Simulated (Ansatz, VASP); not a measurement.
# One calculation of Ga, two programs

File INCAR:

```
  ALGO = Normal
  EDIFF = 1E-7
  ENCUT = 520
  GGA = PS
  ISIF = 2
  ISMEAR = -1
  LASPH = True
  LCHARG = False
  LREAL = False
  LWAVE = False
  NBANDS = 20
  NELM = 100
  PREC = Accurate
  SIGMA = 0.05
```

File KPOINTS:

```
k-points
0
Gamma
  10 8 7
```

Contents of POSCAR:

```
Ga
1.0
    2.7408712373      0.0000000000      0.0000000000
    0.0000000000      3.2372572885      0.0000000000
   -1.3252743986      0.0000000000      3.9363439549
Ga
2
Direct
    0.1345962700      0.7500000000      0.7701668300
    0.8654037300      0.2500000000      0.2298331700
```

input.yaml

```yaml
crystal:
  lattice:
    - [2.7408712373, 0.0, 0.0]
    - [0.0, 3.2372572885, 0.0]
    - [-1.3252743986, 0.0, 3.9363439549]
  atoms:
    - { symbol: Ga, position: [0.13459627, 0.75, 0.77016683] }
    - { symbol: Ga, position: [0.86540373, 0.25, 0.22983317] }
hamiltonian:
  xc: pbesol
  pseudopotentials: { kind: paw }
kpoints:
  mp_grid: { grid: [10, 8, 7] }
scf:
  occupations: { method: fermi_dirac, width: 0.05 }
output:
  forces: true
  stress: true
  eigenvalues: true
  write_density: true
  write_potential: true
  elf: true
  volumetric_format: npy
```

Change from the starting cell: volume scaled by 0.96.

Alike in both runs: task single point; functional PBEsol; k mesh 10 × 8 × 7; occupations fermi-dirac, width 0.05 eV; no spin polarisation.

|  | VASP | Ansatz |
| --- | --- | --- |
| version | VASP 6.6.1 | Ansatz 0.2.0 |
| potentials or method | VASP PAW PBE potentials, release 64 (Ga_d) | Ansatz PAW |
| plane-wave cutoff (eV) | 520 | 420 |
| valence electrons in the cell | 26 | 26 |

|  | VASP | Ansatz | Ansatz less VASP |
| --- | --- | --- | --- |
| gap on the k mesh at the Fermi level (eV) | none | none | - |
| pressure (GPa) | 2.0 | 1.9 | -0.10 |
| largest component of the traceless stress (GPa) | 1.04 | 1.02 | -0.019 |
| rms of the force components (eV/Å) | 0.051 | 0.050 | -0.0006 |

Atom by atom the forces differ by 0.001 eV/Å (rms over components). A gap of «none» marks a metal or a gap that the smearing closes.

Caveats: the PAW data sets were made with another functional, which shifts forces and pressure a little (VASP); the PAW data sets come from PBE, with cores solved anew for the run's functional, which leaves a small shift of forces and pressure (Ansatz).
